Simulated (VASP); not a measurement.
The system is SiO2.

```
Si O
1.0
     4.23317    0.00000    0.00000
     0.00000    4.23317    0.00000
     0.00000    0.00000    2.69349
Si O
2 4
Direct
  0.00000 0.00000 0.00000
  0.50000 0.50000 0.50000
  0.80684 0.19316 0.50000
  0.30684 0.30684 0.00000
  0.19316 0.80684 0.50000
  0.69316 0.69316 0.00000
```

The cell comes from a database or a generator and needn't be the stable form of this composition.

| Property | Result |
| --- | --- |
| Program | VASP 6.6.1 |
| Task | single point |
| Functional | PBEsol |
| Potentials or basis | VASP PAW PBE potentials, release 64 (Si, O) |
| Cutoff | 520 eV |
| k mesh | 6 × 6 × 10 |
| Occupations | fermi-dirac, width 0.05 eV |
| Spin | no spin polarisation |

On this cell: pressure -6.0 GPa; largest force 0.004 eV/Å; band gap on the k mesh 4.99 eV, direct.

The same run follows on a disturbed copy (atoms moved at random, drawn with an rms of 0.05 Å):

```
Si O
1.0
     4.23317    0.00000    0.00000
     0.00000    4.23317    0.00000
     0.00000    0.00000    2.69349
Si O
2 4
Direct
  0.00018 0.00223 0.99390
  0.50331 0.50202 0.51056
  0.80948 0.19585 0.47868
  0.29403 0.31524 0.00045
  0.19479 0.80699 0.49939
  0.70589 0.69015 0.01771
```

Problem. What does the disturbed cell give?

Solution. The energy moves by +19.1 meV/atom; pressure -6.6 GPa; largest force 1.318 eV/Å; band gap on the k mesh 4.87 eV, direct.

Forces on the atoms (eV/Å):
```
Si   0.380 -0.166 -0.184
Si  -0.363 -0.056 -0.199
O   -0.603 -0.150  1.163
O    1.178  0.080 -0.051
O    0.265  0.394  0.122
O   -0.857 -0.102 -0.851
```

Stress tensor (GPa, compression positive):
```
-8.43 -0.41 -0.92
-0.41 -5.70  0.11
-0.92  0.11 -5.69
```

Caveats: the PAW data sets were made with another functional, which shifts forces and pressure a little.

A k mesh can miss the band edges.
